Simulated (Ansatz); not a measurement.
# ZnO: the cost of one run

Method: DFT PBEsol, scalar-relativistic, plane waves, PAW, in Ansatz 0.2.0.

19 further runs of the same task are left out: 19 set aside as unsound or not needed.

### 1 The structure to begin with

Symmetry: P6_3mc, No. 186, hexagonal system. The conventional cell has a = 3.231 Å, b = 3.231 Å, c = 5.215 Å, α = 90.00°, β = 90.00°, γ = 120.00°. Zn (site symmetry 3m) is surrounded by 4 O at 1.97 to 1.98 Å. O (site symmetry 3m) is surrounded by 4 Zn at 1.97 to 1.98 Å.

As a file:

```cif
data_structure
_symmetry_space_group_name_H-M 'P 1'
_symmetry_Int_Tables_number 1
_cell_length_a 3.2309
_cell_length_b 3.2309
_cell_length_c 5.2154
_cell_angle_alpha 90.000
_cell_angle_beta 90.000
_cell_angle_gamma 120.000
_cell_volume 47.15
loop_
_atom_site_label
_atom_site_type_symbol
_atom_site_fract_x
_atom_site_fract_y
_atom_site_fract_z
_atom_site_occupancy
Zn1 Zn 0.33333 0.66667 0.00158 1
Zn2 Zn 0.66667 0.33333 0.50158 1
O1 O 0.33333 0.66667 0.38052 1
O2 O 0.66667 0.33333 0.88052 1
```

This cell was relaxed beforehand with the same method: volume 11.79 Å³/atom, gap on the mesh 0.70 eV.

### 2 The scan

Atoms count from 1 in the order of the input.

The energy is mapped over a free internal coordinate and the cell.

- shift of O3 along [0 0 1], its symmetry partners moved as symmetry demands (measured in the relaxed cell): 7 values from −0.236 to 0.236 Å
- c/a of the conventional cell at fixed volume: 7 values from 1.485 to 1.743

Nothing else is relaxed (all other coordinates fixed). Energies count from the relaxed crystal. Points are written as (first, second).

### 3 Point (0.079 Å, 1.485)

Input file input.yaml:

```yaml
crystal:
  lattice:
    - [3.3219642457, 0.0, 0.0]
    - [-1.6609821228, 2.8769054272, 0.0]
    - [0.0, 0.0, 4.9334491013]
  atoms:
    - { symbol: Zn, position: [0.3333333333, 0.6666666667, 0.0015754469] }
    - { symbol: Zn, position: [0.6666666667, 0.3333333333, 0.5015754469] }
    - { symbol: O, position: [0.3333333333, 0.6666666667, 0.3956145713] }
    - { symbol: O, position: [0.6666666667, 0.3333333333, 0.8956145713] }
basis:
  ecutwfc: 520.0
kpoints:
  mp_grid: { grid: [9, 9, 6] }
hamiltonian:
  xc: pbesol
  pseudopotentials: { kind: paw, azcp: { folder: soft_1 } }
scf:
  occupations: { method: gaussian, width: 0.05 }
output:
  forces: true
  stress: true
  eigenvalues: true
  write_density: true
  write_potential: true
  elf: true
  volumetric_format: npy
```

On the command line:

```bash
ansatz run input.yaml --threads 1 --pin off --max-ram 2048MiB --backend cpu --events-out ev --progress --plain --runs-dir out
```

What time and memory should one allow on 1 thread of Arm Neoverse N1, shared host?

About 20 s, with a peak of 0.36 GiB.
